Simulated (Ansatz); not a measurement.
Ionic part of the dielectric constant of CsI at 20 GPa, mode by mode

Computed with DFT PBEsol, scalar-relativistic, plane waves, PAW in Ansatz. Cutoff 420 eV, 8×8×8 k-points (Γ-centred), fixed occupations. No spin polarisation. Phonons by linear response, acoustic sum rule imposed.

The structure is cubic, space group Pm-3m (No. 221). The conventional cell has a = 3.857 Å, b = 3.857 Å, c = 3.857 Å, α = 90.00°, β = 90.00°, γ = 90.00°. Cs (site symmetry m-3m) has 8 I at 3.34 Å as nearest neighbours. Around I (site symmetry m-3m) lie 8 Cs at 3.34 Å.

Spin–orbit coupling is left out, which matters for heavy elements. Other phases may be more stable at this pressure.

The primitive cell has V = 57.36 Å³ and ε∞,yy = 5.474. Each polar mode adds Δε = (4.92064×10⁷/V)·S/ν² along y, with S its oscillator strength in e²/amu, ν in cm⁻¹ and V in Å³.

Problem. From these modes, find each Δε and ε0,yy.
```tsv
ν (cm⁻¹)	S_yy (e²/amu)
154.2	0.02878
```

Solution.
| ν (cm⁻¹) | Δε |
| --- | --- |
| 154.2 | 1.04 |

The sum is 1.039, so ε0,yy = 6.51; the run's tensor has 6.51.

Problem. Where do the longitudinal modes lie for a wave vector along y?

Solution. At 168 cm⁻¹. The Lyddane–Sachs–Teller product Π(ν_LO/ν_TO)² = 1.19 matches ε0/ε∞ = 1.19.

Cost: 1 run of about 0.95 core-minutes, on Intel Xeon Platinum 8259CL (Skylake/Cascade Lake) (shared hosts).